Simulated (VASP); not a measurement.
MgB2:

```
Mg B
1.0
     3.08500    0.00000    0.00000
    -1.54250    2.67169    0.00000
     0.00000    0.00000    3.52300
Mg B
1 2
Direct
  0.00000 0.00000 0.00000
  0.66667 0.33333 0.50000
  0.33333 0.66667 0.50000
```

Program: VASP 6.6.1. Alike in all runs: potentials or basis VASP PAW PBE potentials, release 64 (Mg, B); no spin polarisation; cell as given.

Question: Order these runs on this cell by their pressure, lowest first.
A. level PBE+TS-HI; k mesh 12 × 12 × 10; cutoff (eV) 500; smearing gaussian 0.01 eV; other keys k = 12 × 12 × 10; mesh quality not flagged
B. level HF+D4; k mesh 5 × 5 × 4; cutoff (eV) 520; smearing fermi-dirac 0.05 eV; grid for exact exchange (PRECFOCK) Fast; exchange at q = 0 truncated; mesh quality coarse
C. level PBE; k mesh 10 × 10 × 8; cutoff (eV) 500; smearing gaussian 0.1 eV; mesh quality not flagged

Answer: B (-7.6 GPa), A (-5.8 GPa), C (-1.1 GPa).

Caveats: some runs use coarse meshes; pairwise dispersion overbinds metals, which lowers pressure and volume (some runs); the PAW data sets were made with another functional, which shifts forces and pressure a little (some runs).
